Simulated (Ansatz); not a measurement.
# CaO: the cost of one run

Program: Ansatz 0.2.0. Level of theory: DFT PBE, scalar-relativistic, plane waves, PAW. These are calculated values, not measurements.

### Step 1. The structure to begin with

It takes space group R3m (No. 160, trigonal). Conventional cell: a = 3.355 Å, b = 3.355 Å, c = 18.001 Å, α = 90.00°, β = 90.00°, γ = 120.00°. Around Ca (site symmetry 3m) lie 6 O at 2.45 Å. O (site symmetry 3m) has 6 Ca at 2.45 Å as nearest neighbours.

Structure file:

```cif
data_structure
_symmetry_space_group_name_H-M 'P 1'
_symmetry_Int_Tables_number 1
_cell_length_a 6.3054
_cell_length_b 6.3054
_cell_length_c 6.3054
_cell_angle_alpha 30.859
_cell_angle_beta 30.859
_cell_angle_gamma 30.859
_cell_volume 58.49
loop_
_atom_site_label
_atom_site_type_symbol
_atom_site_fract_x
_atom_site_fract_y
_atom_site_fract_z
_atom_site_occupancy
Ca1 Ca 0.41667 0.41667 0.41667 1
Ca2 Ca 0.58333 0.58333 0.58333 1
O1 O 0.00000 0.00000 0.00000 1
O2 O 0.83333 0.83333 0.83333 1
```

A structure generator made this guess: close-packed anion layers stacked AB|B, with sites between them filled layer by layer (R3m, No. 160). The dimensions are guesses.

### Step 2. Probe: one point on a coarse mesh

Contents of input.yaml:

```yaml
crystal:
  lattice:
    - [1.67753452, 0.96852501, 6.00044965]
    - [-1.67753452, 0.96852501, 6.00044965]
    - [0.0, -1.93705001, 6.00044965]
  atoms:
    - { symbol: Ca, position: [0.41666667, 0.41666667, 0.41666667] }
    - { symbol: Ca, position: [0.58333333, 0.58333333, 0.58333333] }
    - { symbol: O, position: [0.0, 0.0, 0.0] }
    - { symbol: O, position: [0.83333333, 0.83333333, 0.83333333] }
basis:
  ecutwfc: 420
kpoints:
  mp_grid: { grid: [6, 6, 6] }
hamiltonian:
  xc: pbe
scf:
  occupations: { method: gaussian, width: 0.1 }
  lower_state_search: "off"
output:
  forces: true
  stress: true
  eigenvalues: true
```

Started as:

```console
ansatz run input.yaml --threads 1 --pin off --max-ram 2560MiB --backend cpu --events-out ev --progress --plain --runs-dir out
```

**Question.** How long does this run take on 1 thread of Arm Neoverse V2, shared host, and how much memory does it need?

About 2.9 s, with a peak of 0.32 GiB.
